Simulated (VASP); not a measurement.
**BaH2 under changes of volume**

One of the cells (16.459 Å³/atom); the others are scaled copies at fixed shape and fractional positions:

```xyz
6
Lattice="4.4040 0.0000 0.0000 -2.2020 3.8140 0.0000 0.0000 0.0000 5.8793" Properties=species:S:1:pos:R:3 pbc="T T T"
Ba    0.0000    2.5426    1.4698
Ba    2.2020    1.2713    4.4095
H     0.0000    0.0000    0.0000
H     0.0000    0.0000    2.9396
H     2.2020    1.2713    1.4698
H     0.0000    2.5426    4.4095
```

The cell comes from a database or a generator and needn't be the stable form of this composition.

```yaml
Program: VASP 6.6.1
Functional: PBEsol
Potentials_or_basis: VASP PAW PBE potentials, release 64 (Ba_sv, H)
Cutoff: 520 eV
k_mesh: 6 × 6 × 4
Occupations: gaussian, width 0.02 eV
Spin: no spin polarisation
```

```csv
volume (Å³/atom),energy over the lowest point (meV/atom),pressure (GPa),gap on the mesh (eV)
15.800,3.49,1.6,1.51
16.130,0.88,0.8,1.50
16.459,0.00,0.0,1.50
16.788,?,?,?
17.117,2.80,-1.4,1.48
```

What does the run at 16.788 Å³/atom give?

Energy over the lowest point 0.69 meV/atom; pressure -0.8 GPa; gap on the mesh 1.49 eV.

Worked out: A Birch-Murnaghan fit of order 2 (a polynomial in V^(-2/3)) to the other rows has its minimum at 16.47 Å³/atom with B0 = V·E''(V) = 38 GPa at fixed shape and positions, which overstates the stiffness. It gives 0.69 meV/atom at 16.788 Å³/atom, against the run's 0.69, and -dE/dV = -0.7 GPa, against -0.8. A straight line through the other rows of the gap, of slope -0.357 eV per unit of ln V, gives 1.49 eV, against the run's 1.49.

Energies are extrapolated to zero smearing.

Caveats: the PAW data sets were made with another functional, which shifts forces and pressure a little; spin-orbit coupling is left out, which moves the levels of the heavy elements.

A mesh can miss the band edges.
